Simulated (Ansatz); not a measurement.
KMgF3:

```
K Mg F
1.0
     3.98590    0.00000    0.00000
     0.00000    3.98590    0.00000
     0.00000    0.00000    3.98590
K Mg F
1 1 3
Cartesian
  1.9929 1.9929 1.9929
  0.0000 0.0000 0.0000
  0.0000 0.0000 1.9929
  0.0000 1.9929 0.0000
  1.9929 0.0000 0.0000
```

Base run:

* Program: Ansatz 0.2.0
* Functional: LDA
* Potentials or basis: Ansatz PAW
* Cutoff: 420 eV
* Density cutoff: 1680 eV
* k mesh: 7 × 7 × 7
* Occupations: fermi-dirac, width 0.05 eV
* Spin: no spin polarisation

Its results: band gap on the k mesh 7.02 eV, indirect (least direct gap 7.31 eV); pressure -4.5 GPa.

After a change of settings the same cell gave: band gap on the k mesh 7.49 eV, indirect (least direct gap 7.77 eV); pressure 5.0 GPa. Which change was it?
A. functional from LDA to BLYP
B. functional from LDA to r2SCAN; cutoff from 420 eV to 500 eV; density cutoff from 1680 eV to 2000 eV
C. functional from LDA to RPBE

A.

BLYP binds less tightly than LDA, so the same cell stands under more pressure.

Caveats: the PAW data sets come from PBE, with cores solved anew for the run's functional, which leaves a small shift of forces and pressure; the potentials were made for another functional, which shifts forces and pressure (some runs); odd divisions of the mesh miss points on the zone boundary, where band edges often lie, so the gap on the mesh can be too wide (some runs); the density of states is complete only up to the lowest level of the last band computed (some runs).

Not every run made on this cell is shown here.
